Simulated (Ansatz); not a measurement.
A single-point run of Ansatz (plane waves, PAW) on zincblende CdS, with the lines that name the functional removed. The cell was relaxed with r2SCAN and then strained (uniaxial -2.0 % along z, other directions held), with the atoms relaxed again with r2SCAN; k points keep the names of the unstrained zone.

```
CELL_PARAMETERS angstrom
0.00000 2.93921 2.88043
2.93921 0.00000 2.88043
2.93921 2.93921 0.00000
ATOMIC_POSITIONS crystal
Cd 0.00000 0.00000 0.00000
S 0.25000 0.25000 0.25000
```

```
Pseudopotential: Cd, paw, valence charge 20, recommended cutoff 500 eV
Pseudopotential: S, paw, valence charge 6, recommended cutoff 500 eV
Crystal: 2 atoms, lattice volume = 49.768 Å³
Basis set: ecut = 500 eV, 1243 PW (Γ)
Bands: 17, of which v1, the nominal top of the filled ones, is band 13 counted from 1 (12 counted from 0)
Symmetry: 8 space group operations
Space group: I-4m2 (ITA 119)
k-points: 59 of 512 (time reversal used)
preconditioner: auto → none  [insulator: Δε(μ)=1.524 eV  ℏωp=22.3 eV]
NSCF: frozen V_eff on 6 k-points
SCF converged after 6 iterations
Free energy (F): -9175.605738 eV
Fermi energy:    6.638361 eV
--- Per-component energies (eV) ---
  E_band       = -534.957116
  E_kinetic    = 612.226219
  E_local      = -4018.964535
  E_nonlocal   = 63.119920
  E_hartree    = 1846.987421
  E_xc         = -260.144396
  E_vxc        = -340.474171
  E_paw        = -4715.849651
  E_vpaw       = -566.573250
  E_vtau       = 21.733253
  E_ewald      = -2702.306185
  E_core_change = -0.674537
--- Forces (eV/Å), atoms counted from 1 ---
  atom   1  Cd      0.00000      0.00000      0.00000
  atom   2  S       0.00000      0.00000      0.00000
--- Stress (GPa, compression-positive) ---
        1.138800       0.000000       0.000000
        0.000000       1.138800       0.000000
        0.000000       0.000000       1.462912
  P = ⅓ Tr σ = 1.2468 GPa (12.468 kbar)
--- Band table (eV; the first three rows and the last of 59) ---
  k-point 0: bands = […, -1.3773, -0.8889, -0.8815, 6.5786, 6.5786, 6.6384, 8.1869, 13.6649, 13.6649, 13.6688]
  k-point 1: bands = […, -1.3260, -0.8890, -0.8831, 5.6235, 6.4530, 6.4999, 8.9827, 13.3654, 13.8588, 13.8812]
  k-point 2: bands = […, -1.1229, -0.8809, -0.8797, 4.1210, 6.1686, 6.2301, 9.8252, 13.3137, 14.1194, 14.2150]
  k-point 58: bands = […, -1.0263, -0.7948, -0.4002, 2.7259, 4.6393, 4.6393, 10.4081, 11.2402, 16.4925, 18.0936]
```

The file bands.tsv (bands near the Fermi energy, numbered from 0, rounded):
```tsv
# k_distance	band_8	band_9	band_10	band_11	band_12	band_13	band_14	band_15	band_16
# fermi_ev = 6.638361
# [0, 0, 0] at k_distance = 0.000000
# [-0.5, -0.5, 0] at k_distance = 1.090668
# [-0.375, -0.375, 0.25] at k_distance = 1.468565
# [-0.375, 0, 0.375] at k_distance = 2.125347
# [0, 0, 0.5] at k_distance = 2.782129
# [-0.5, -0.25, 0.25] at k_distance = 3.545674
# levels_relative_to = fermi_ev
0.000	-7.527	-7.520	-0.060	-0.060	0.000	1.549	7.027	7.027	7.030
1.091	-7.433	-7.039	-3.912	-1.999	-1.999	3.770	4.602	9.854	11.455
1.469	-7.475	-6.924	-3.923	-2.601	-1.640	4.485	5.770	8.977	9.505
2.125	-7.480	-6.945	-3.987	-2.613	-1.560	4.608	5.869	8.836	9.549
2.782	-7.481	-7.137	-4.468	-0.839	-0.758	3.433	7.351	7.515	7.842
3.546	-7.516	-6.881	-3.911	-2.319	-2.278	5.657	5.876	7.668	8.350
```
In order the rows are Γ, X, U, K, L, W.

Question: Which level of theory was used?
A. PBE
B. DDH-PBE0
C. r2SCAN
D. LDA

Answer: C. r2SCAN. The term E_vtau belongs to a meta-GGA, which reads the kinetic-energy density. There is no exchange loop, so no exact exchange. The r2SCAN gap is direct at Γ: 1.55 eV. Within one family of functionals the choice rests on the size of the gap and stress, not on a line of the log.

Command: `ansatz run input.yaml --threads 2 --pin off --max-ram 28569MiB --backend cpu --events-out ev --progress --plain --runs-dir out`. Wall time 4 s on 2 threads of AMD EPYC 7R13 Processor (Zen 3), with other jobs on the host, load about 1.4 per core; peak host memory 0.65 GiB.

The values are computed, spin-unpolarised, and not measurements.

The runs are scalar-relativistic, without spin-orbit coupling.
